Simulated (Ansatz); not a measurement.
# Zirconium, beta-Sn type under PBE: ground state and equation of state

What does PBE give for zirconium in the beta-Sn type structure? We relax it, solve it on a dense k-mesh, then scale the cell to 7 volumes from 88 to 112 % of the relaxed one and try a fit of the equation of state. The start is ferromagnetic. The k-meshes are 12×12×8 for the relaxation; 18×18×10 for the dense run; 18×18×10 for the volumes.

Program: Ansatz 0.2.0. Level of theory: DFT PBE, plane waves (420 eV) with PAW, scalar-relativistic. These are calculated values, not measurements.

**1. The structure to begin with**

It takes space group I4_1/amd (No. 141, tetragonal). The conventional cell has a = 5.637 Å, b = 5.637 Å, c = 3.078 Å, α = 90.00°, β = 90.00°, γ = 90.00°. Zr (site symmetry -4m2) has 6 Zr at 2.92 to 3.08 Å as nearest neighbours.

As a file:

```
Zr
1.0
    -2.81830    2.81830    1.53879
     2.81830   -2.81830    1.53879
     2.81830    2.81830   -1.53879
Zr
2
Direct
  0.00000 0.00000 0.00000
  0.75000 0.25000 0.50000
```

Starting moments (μB): +1 ×2.

**2. Relaxation of the cell**

The input, input.yaml:

```yaml
crystal:
  lattice:
    - [-2.8183043902, 2.8183043902, 1.538794197]
    - [2.8183043902, -2.8183043902, 1.538794197]
    - [2.8183043902, 2.8183043902, -1.538794197]
  atoms:
    - { symbol: Zr, position: [0.0, 0.0, 0.0], spin: 1.0 }
    - { symbol: Zr, position: [0.75, 0.25, 0.5], spin: 1.0 }
hamiltonian:
  xc: pbe
  pseudopotentials:
    kind: paw
    azcp:
      Zr: "pseudopotentials/Zr.paw.azcp"
basis:
  ecutwfc: 420
  fft_grid_basis: typed
kpoints:
  mp_grid: { grid: [12, 12, 8], shift: [0, 0, 0] }
magnetization:
  spin_polarized: true
scf:
  occupations: { method: fermi_dirac, width: 0.05 }
relax:
  max_steps: 60
  f_tol: 0.01
  cell: {}
```

Further steps of the session: Single point on a dense mesh; Equation of state: 88 %; Equation of state: 92 %; Equation of state: 96 %; Equation of state: 100 %; Equation of state: 104 %; Equation of state: 108 %; Equation of state: 112 %.

Before running it: what results should come out? Wanted: space group; conventional cell; volume; shortest distance; gap on the mesh; magnetic state; V₀, B₀, B₀′.

**Answer**, as computed:

| quantity | value |
| --- | --- |
| space group (spins left aside) | P6_3/mmc (No. 194) |
| conventional cell | a = 3.233 Å, c = 5.168 Å (c/a = 1.598) |
| volume | 23.402 Å³/atom |
| shortest distance | 3.187 Å |
| gap on the mesh | none (levels filled in part) |
| magnetic state | non-magnetic |
| V₀, B₀, B₀′ | 23.392 Å³/atom, 93 GPa, 3.3 |

In words: The relaxation shrank the cell by 4.3 % in volume. The cell has left its prototype: it ends as hcp. What follows belongs to that structure, not to the type named at the start. The mesh has less symmetry than the lattice, which may have let the distortion in. The moments die out: the run ends non-magnetic. No gap shows: it is a metal or semimetal at this level. B₀ comes out at 93 GPa; letting shape and positions relax at each volume could only lower it.
